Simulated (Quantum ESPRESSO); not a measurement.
## CO2: dielectric tensor and Born charges under several settings

```
O C
1.0
    -1.97473    1.97473    3.01406
     1.97473   -1.97473    3.01406
     1.97473    1.97473   -3.01406
O C
4 2
Direct
  0.87500 0.95980 0.58480
  0.37500 0.29020 0.41520
  0.04020 0.62500 0.91520
  0.70980 0.12500 0.08480
  0.00000 0.00000 0.00000
  0.75000 0.25000 0.50000
```

The cell comes from a database or a generator and needn't be the stable form of this composition.

All runs used Quantum ESPRESSO 7.5; k mesh 6 × 6 × 6, shifted; given cell; no spin polarisation; cutoff 1143 eV; occupations smeared at first, fixed for the response.

```csv
level,potentials,pressure (GPa),ε∞ (diagonal)
LDA,PseudoDojo 0.4.1 SR LDA standard,-13.6,3.20
PBEsol,PseudoDojo 0.4.1 SR PBEsol standard,-6.8,3.20
WC,PseudoDojo 0.4.1 SR PBE standard,-5.7,3.21
BLYP,PseudoDojo 0.4.1 SR PBE standard,?,?
AM05,PseudoDojo 0.4.1 SR PBE standard,-6.3,3.20
```

Problem. What stands in the row left open?

Solution. Pressure 6.8 GPa; ε∞ 3.16.

Caveats: the cell is more than 3 GPa from zero pressure, which shifts response properties; the potentials were made for another functional, which shifts forces and pressure (some runs).

For the row left open. Caveat: the potentials were made for another functional, which shifts forces and pressure; the cell is more than 3 GPa from zero pressure, which shifts response properties.
